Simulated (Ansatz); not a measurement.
# Tl: the cost of one run

Program: Ansatz 0.2.0. Level of theory: DFT PBEsol, scalar-relativistic, plane waves, PAW. These are calculated values, not measurements.

1 further run of the same task is left out (set aside as unsound or not needed).

**1. The starting structure**

The structure is hexagonal, space group P6_3/mmc (No. 194). Conventional cell: a = 3.456 Å, b = 3.456 Å, c = 5.525 Å, α = 90.00°, β = 90.00°, γ = 120.00°. Tl (site symmetry -6m2) has 12 Tl at 3.41 to 3.46 Å as nearest neighbours.

As a file:

```
Tl
1.0
     3.45600    0.00000    0.00000
    -1.72800    2.99298    0.00000
     0.00000    0.00000    5.52500
Tl
2
Direct
  0.33333 0.66667 0.25000
  0.66667 0.33333 0.75000
```

The structure comes from the Crystallography Open Database.

**2. A single atom displaced**

What differs from the listed cell: atom 1 (Tl) moved by 0.15 Å.

Contents of input.yaml:

```yaml
crystal:
  lattice:
    - [3.4559983565, 0.0, 0.0]
    - [-1.7279991783, 2.9929823722, 0.0]
    - [0.0, 0.0, 5.525]
  atoms:
    - { symbol: Tl, position: [0.3347656527, 0.6766667256, 0.2234895928] }
    - { symbol: Tl, position: [0.6666666667, 0.3333333333, 0.75] }
basis:
  ecutwfc: 420
kpoints:
  mp_grid: { grid: [12, 12, 8] }
hamiltonian:
  xc: pbesol
scf:
  occupations: { method: gaussian, width: 0.1 }
output:
  forces: true
  stress: true
  eigenvalues: true
  populations: true
```

On the command line:

```
> ansatz run input.yaml --threads 1 --pin off --max-ram 1331MiB --backend cpu --events-out ev --progress --plain --runs-dir out
```

Q: Estimate wall time and peak memory on 1 thread of an Arm CPU, shared host.

About 34 s, with a peak of 0.64 GiB.
